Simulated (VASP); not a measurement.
Here is the system:

```
Li3N
1.0
    1.81632    -3.14595     0.00000
    1.81632     3.14595     0.00000
    0.00000     0.00000     3.86620
Li N
3 1
Direct
  0.33333   0.66667   0.00000
  0.66667   0.33333   0.00000
  0.00000   0.00000   0.50000
  0.00000   0.00000   0.00000
```

All values below come from PBE GGA, VASP's PBE PAW potentials (set 64) (plane waves; VASP). Settings: 650 eV cut-off, 6×6×5 Γ-centred mesh, Gaussian smearing of 0.050 eV, potentials Li_sv N.

Task: Give the elastic stiffness tensor with the ions relaxed (GPa, in the frame of the cell).

Result: 
|  | xx | yy | zz | yz | xz | xy |
|---|---|---|---|---|---|---|
| xx | 124 | 31.5 | 6.4 | 0.0 | 0.0 | 0.0 |
| yy | 31.5 | 124 | 6.4 | 0.0 | 0.0 | 0.0 |
| zz | 6.4 | 6.4 | 146 | 0.0 | 0.0 | 0.0 |
| yz | 0.0 | 0.0 | 0.0 | 17.8 | 0.0 | 0.0 |
| xz | 0.0 | 0.0 | 0.0 | 0.0 | 17.8 | 0.0 |
| xy | 0.0 | 0.0 | 0.0 | 0.0 | 0.0 | 46.4 |

Task: Estimate the Hill bulk modulus, Hill shear modulus, Young's modulus, Poisson's ratio.

Result: 
```
Quantity              Result
------------------  --------
Hill bulk modulus   537 kbar
Hill shear modulus  34.6 GPa
Young's modulus     85.5 GPa
Poisson's ratio        0.235
```

The compound is Li3N in the alpha structure. It was relaxed first.
